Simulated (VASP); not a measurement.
Here is a VASP 6.6.1 calculation.

The input INCAR:

```
SYSTEM = Ti
ALGO     = Normal         ! electronic algorithm
EDIFF    = 1E-6           ! SCF threshold, eV
ENCUT    = 520            ! plane-wave cutoff, eV
GGA      = PS             ! functional
ISIF     = 2              ! what is computed and relaxed
ISMEAR   = 0              ! smearing method
LASPH    = .TRUE.         ! aspherical terms in the spheres
LCHARG   = .FALSE.        ! write CHGCAR
LREAL    = .FALSE.        ! projectors in reciprocal space
LWAVE    = .FALSE.        ! write WAVECAR
NBANDS   = 12             ! bands
NELM     = 100            ! most SCF steps
PREC     = Accurate       ! precision mode
SIGMA    = 0.1            ! smearing width, eV
```

Contents of KPOINTS:

```
k-points
0
G
  8 8 8
  0 0 0
```

Contents of POSCAR:

```
Ti
1.0
   -1.6051819953      1.6051819953      1.6051819953
    1.6051819953     -1.6051819953      1.6051819953
    1.6051819953      1.6051819953     -1.6051819953
Ti
1
Direct
    0.0000000000      0.0000000000      0.0000000000
```

Potentials or basis: VASP PAW PBE potentials, release 64 (Ti_sv).

Launch:

```bash
$ cat potpaw_PBE.64/Ti_sv/POTCAR > POTCAR
$ mpirun -np 1 vasp_std > vasp.out
```

Estimate the pressure.

-0.3 GPa.

What does it give for the band gap on the k mesh?

None (metal or under the smearing width).

Caveat: the PAW data sets were made with another functional, which shifts forces and pressure a little.
